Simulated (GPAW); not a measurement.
Input of a GPAW 26.7.0 run:

File run.py:

```python
from ase import Atoms
from ase.dft.bandgap import bandgap
from ase.io import write
from gpaw import GPAW, PW

atoms = Atoms(['Ga', 'Ga', 'N', 'N'],
              cell=[[3.18, 0.0, 0.0],
                    [-1.59, 2.753960784, 0.0],
                    [0.0, 0.0, 5.166]],
              scaled_positions=[[0.6666666667, 0.3333333333, 0.5],
                                [0.3333333333, 0.6666666667, 0.0],
                                [0.6666666667, 0.3333333333, 0.875],
                                [0.3333333333, 0.6666666667, 0.375]],
              pbc=True)

calc = GPAW(mode=PW(800),
            xc='TB09',
            kpts={'size': (8, 8, 4), 'gamma': True},
            occupations={'name': 'fermi-dirac', 'width': 0.05},
            nbands=18,
            convergence={'density': 1e-05, 'energy': 1e-05},
            eigensolver='cg',
            maxiter=150,
            txt='gpaw.txt')
atoms.calc = calc
energy = atoms.get_potential_energy()
calc.write('gs.gpw')
write('result.traj', atoms)
print('Fermi level:', round(calc.get_fermi_level(), 4), 'eV')
print(f'Gap: {bandgap(calc)[0]:.4f} eV, direct: {bandgap(calc, direct=True)[0]:.4f} eV')
```

Potentials or basis: GPAW PAW data sets for LDA (gpaw-data 1.2.1), pw.

Command:

```bash
$ OMP_NUM_THREADS=1 python run.py
```

Problem. Estimate the band gap on the k mesh.

Solution. 3.50 eV, direct.

Caveat: a model potential gives levels but no total energy.

**The experiment to reproduce.**

From “Studying electronic properties in GaN without electrical contacts using γ-γ vs e−-γ Perturbed Angular Correlations”, 2019, pmc:6823545, for a bulk crystal of GaN: band gap 3.503 ± 0.005 eV (direct).

A measured gap of GaN is 3.503 eV (direct; quoted in “Studying electronic properties in GaN without electrical contacts using γ-γ vs e−-γ Perturbed Angular Correlations”, 2019, pmc:6823545); the calculated 3.50 eV misses it by -0.01 eV. Spin-orbit coupling on Ga is left out. The value is that of TB-mBJ, without temperature or zero-point motion.
